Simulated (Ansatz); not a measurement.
The system is Se.

```xyz
3
Lattice="4.3662 0.0000 0.0000 -2.1831 3.7812 0.0000 0.0000 0.0000 4.9536" Properties=species:S:1:pos:R:3 pbc="T T T"
Se    1.6910    2.9289    0.0000
Se   -0.4921    0.8523    3.3024
Se    0.9841    0.0000    1.6512
```

Program: Ansatz 0.2.0. Alike in all runs: potentials or basis Ansatz PAW; cell as given. Hardware: 2 threads of Intel(R) Xeon(R) Processor @ 2.50GHz (Skylake/Cascade Lake) (shared host).

Order these runs on this cell by their wall time, lowest first.
A. task single point; level PBE; spin off; k mesh 7 × 7 × 6; cutoff (eV) 420; smearing gaussian 0.029 eV; mesh quality not flagged
B. task band structure; level r2SCAN0; spin off; k mesh 4 × 4 × 3; cutoff (eV) 500; smearing fermi-dirac 0.05 eV; points for each segment of the path 4; mesh quality coarse
C. task band structure; level revPBE; spin off; k mesh 7 × 7 × 6; cutoff (eV) 420; smearing fermi-dirac 0.05 eV; points for each segment of the path 14; mesh quality not flagged
D. task band structure; level r2SCAN; spin SOC, no magnetisation; k mesh 5 × 5 × 5; cutoff (eV) 500; smearing fermi-dirac 0.05 eV; points for each segment of the path 14; mesh quality not flagged

A (8.3 s), C (25 s), D (150 s), B (650 s).

Caveats: some runs use coarse meshes.
